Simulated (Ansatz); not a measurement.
## GaP: the change of pressure with volume per atom

Periodic Kohn-Sham DFT of a crystal at fixed atoms; pressure and stress are positive in compression; the energy is the free energy less that of spherical unpolarised free atoms; site moments are those in the method's own spheres, positive along +z. The results are calculated, by Ansatz 0.2.0.

Cell of the first row (space group F-43m, No. 216):
```
GaP
1.0
      0.0000     2.6696     2.6696
      2.6696     0.0000     2.6696
      2.6696     2.6696     0.0000
Ga P
1 1
Direct
  0.00000 0.00000 0.00000
  0.75000 0.75000 0.75000
```

Settings of every row: method frozen-core PAW; functional PBE; relativity scalar; k mesh 10x10x10; filling fermi-dirac; smearing width 0.05 eV; wave cutoff 420 eV; paw set soft_2.

Atom start moment: 0 on all atoms.

| row | volume per atom (Å³) | pressure (GPa) |
| --- | --- | --- |
| 1 | 19.026 | 8.723 |
| 2 | 19.431 | ? |
| 3 | 20.038 | 3.41 |
| 4 | 20.24 | 2.507 |
| 5 | 20.443 | 1.651 |
| 6 | 21.05 | -0.658 |
| 7 | 21.455 | -2.002 |

Question: what pressure should row 2 give?

Worked fit of pressure. Take u = (V_r/V)^(2/3) − 1 with V_r = 20.341 Å³ an atom, which is twice the finite (Eulerian) strain; such expansions in the strain, on which the Birch-Murnaghan equation of state is built, carry the rest volume and the bulk modulus. The shown rows have u = 0.04556, 0.01006, 0.00332, -0.00333, -0.02258, -0.03492. Least squares give pressure = 2.0755 + 129.02 × u + 359.38 × u² + 247 × u³ GPa; a parabola predicts inner rows, each left out in turn, worse (root mean square 0.0039 against 0.0015 GPa). The rows lie off it by 0.000, 0.000, -0.001, 0.001, -0.001, 0.000. The pressure vanishes at u = -0.0169, or V = 20.87 Å³ an atom, and there the bulk modulus at fixed shape and fractions is B = −V dP/dV = (2/3)(1 + u) dP/du = 76.8 GPa. The withheld row has u = 0.03098, so the fit gives 2.0755 + 129.02 × (0.03098) + 359.38 × (0.03098)² + 247 × (0.03098)³ = 6.425 GPa.

The calculation gave 6.427 GPa. The fit lies 0.002 GPa (0.019 % of the column's range) below it; its largest miss of a shown row is 0.001 GPa.
